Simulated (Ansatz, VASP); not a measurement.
This is a calculation of Te2Mo for VASP 6.6.1. 

Contents of INCAR:

```
SYSTEM = Te2Mo
  PREC = Accurate
  ENCUT = 600
  EDIFF = 1E-6
  ISMEAR = -1
  SIGMA = 0.05
  LREAL = .False.
  LASPH = .True.
  NELM = 80
  ALGO = Normal
  ISIF = 3
  LWAVE = .False.
  LCHARG = .False.
  GGA = PS
  IVDW = 13
  IBRION = 2
  NSW = 60
  EDIFFG = -0.005
```

File KPOINTS:

```
regular mesh
0
Gamma
  9 9 2
  0 0 0
```

Contents of POSCAR:

```
Te2Mo
1.0
    3.5182000000      0.0000000000      0.0000000000
   -1.7591000000      3.0468505756      0.0000000000
    0.0000000000      0.0000000000     13.9736000000
Te Mo
4 2
Direct
    0.6666666667      0.3333333333      0.3790000000
    0.3333333333      0.6666666667      0.8790000000
    0.6666666667      0.3333333333      0.1210000000
    0.3333333333      0.6666666667      0.6210000000
    0.6666666667      0.3333333333      0.7500000000
    0.3333333333      0.6666666667      0.2500000000
```

Potentials or basis: VASP PAW PBE potentials, release 64 (Te, Mo_sv).

Run with:

```sh
$ cat potpaw_PBE.64/Te/POTCAR potpaw_PBE.64/Mo_sv/POTCAR > POTCAR
$ mpirun -np 1 vasp_std > vasp.out
```

Question: Translate it to Ansatz 0.2.0. Potentials or basis there: Ansatz PAW, cutoff 420 eV.

Answer: As run (cutoffs and basis follow the program's own potentials, and thresholds, step limits or extra output files can differ):

Contents of input.yaml:

```yaml
crystal:
  lattice:
    - [3.5182, 0.0, 0.0]
    - [-1.7591, 3.0468505756, 0.0]
    - [0.0, 0.0, 13.9736]
  atoms:
    - { symbol: Te, position: [0.6666666667, 0.3333333333, 0.379] }
    - { symbol: Te, position: [0.3333333333, 0.6666666667, 0.879] }
    - { symbol: Te, position: [0.6666666667, 0.3333333333, 0.121] }
    - { symbol: Te, position: [0.3333333333, 0.6666666667, 0.621] }
    - { symbol: Mo, position: [0.6666666667, 0.3333333333, 0.75] }
    - { symbol: Mo, position: [0.3333333333, 0.6666666667, 0.25] }
hamiltonian:
  xc: pbesol
  pseudopotentials: { kind: paw }
  dispersion: d4
kpoints:
  mp_grid: { grid: [9, 9, 2] }
scf:
  occupations: { method: fermi_dirac, width: 0.05 }
output:
  forces: true
  stress: true
  eigenvalues: true
relax:
  f_tol: 0.01
  max_steps: 40
  cell: { stress_tol: 0.05 }
```

Potentials or basis: Ansatz PAW.

The run is started by

```sh
$ ansatz run input.yaml --threads 1 --pin off --max-ram 3584MiB --backend cpu --events-out ev --progress --plain --runs-dir out
```

Both were run:

|  | VASP | Ansatz |
| --- | --- | --- |
| Relaxed volume | 23.41 Å³/atom | 23.41 Å³/atom |
| Relaxed cell | a = 3.460 Å, b = 3.460 Å, c = 13.541 Å, α = 90.00°, β = 90.00°, γ = 120.00° | a = 3.460 Å, b = 3.460 Å, c = 13.545 Å, α = 90.00°, β = 90.00°, γ = 120.00° |
| Space group after relaxing | P6_3/mmc (No. 194) | P6_3/mmc (No. 194) |
| Pressure after relaxing | 0.0 GPa | 0.0 GPa |

Ansatz's pressure holds a Pulay term of +0.03 GPa for its cutoff of 420 eV, which the other run lacks.

The potentials hold 52 and 92 valence electrons a cell.

VASP's potentials were made for PBE. Ansatz's potentials were made for PBE.

Where Ansatz's input types no cutoff or centring, it takes its own default and a Γ-centred mesh.

Pressure is positive in compression.
